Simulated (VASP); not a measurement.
Input of a VASP 6.6.1 run:

The input INCAR:

```
PREC = Accurate
ENCUT = 600
EDIFF = 1E-6
ISMEAR = 0
SIGMA = 0.02
LREAL = False
LASPH = True
NELM = 100
ALGO = Normal
ISIF = 3
LWAVE = False
LCHARG = False
METAGGA = R2SCAN
LMIXTAU = True
IBRION = 2
NSW = 40
EDIFFG = -0.01
KPAR = 2
```

The input KPOINTS:

```
regular mesh
0
Gamma
  8 8 4
```

The input POSCAR:

```
La2O3
1.0
    3.9307778780      0.0000000000      0.0000000000
   -1.9653889390      3.4041534990      0.0000000000
    0.0000000000      0.0000000000      6.1119535200
La O
2 3
Direct
    0.3333333333      0.6666666667      0.2462356800
    0.6666666667      0.3333333333      0.7537643200
    0.0000000000      0.0000000000      0.0000000000
    0.3333333333      0.6666666667      0.6458906500
    0.6666666667      0.3333333333      0.3541093500
```

Potentials or basis: VASP PAW PBE potentials, release 64 (La, O).

Launch:

```bash
$ cat potpaw_PBE.64/La/POTCAR potpaw_PBE.64/O/POTCAR > POTCAR
$ mpirun -np 2 vasp_std > vasp.out
```

Question: Predict the band gap on the k mesh.

Answer: 4.29 eV, indirect (least direct gap 4.47 eV).

Final structure:
```
La O
1.0
     3.92945    0.00000    0.00000
    -1.96472    3.40300    0.00000
     0.00000    0.00000    6.11669
La O
2 3
Direct
  0.33333 0.66667 0.24602
  0.66667 0.33333 0.75398
  0.00000 0.00000 0.00000
  0.33333 0.66667 0.64615
  0.66667 0.33333 0.35385
```

Caveat: spin-orbit coupling is left out, which moves the levels of the heavy elements. r2SCAN opens gaps a little over a GGA but as a rule still falls short of measured ones.
